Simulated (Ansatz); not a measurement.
All-electron LAPW in Ansatz 0.2.0 under PBE, scalar-relativistic, energies extrapolated to zero smearing. Slabs are 1×1 cells cut from bulk crystals relaxed on PAW files, with atoms then relaxed, 16 to 20 Å of vacuum, a dipole correction, k spacings of 0.16 to 0.26 Å⁻¹ and smearing of 0.02 to 0.1 eV, without spin–orbit coupling or spin polarisation. The bulk type named needn't be the stable one, and no reconstruction is allowed.

| slab | area (Å²) | γ (J/m²) | Φ (eV) | Δd12 (%) |
| --- | --- | --- | --- | --- |
| bcc K (110), 6 layers | 19.74 | 0.11 | ? | -1.8 |
| hcp K (11-20), 1 layer | 63.20 | 0.12 | – | – |
| bcc K (100), 3 layers | 27.91 | 0.11 | ? | 0.0 |

**Question.** What belongs in the row "bcc K (110), 6 layers", column "Φ (eV)"?

**Answer.** 2.35.

**Question.** Fill in "Φ (eV)" for the row "bcc K (100), 3 layers".

**Answer.** 2.24.
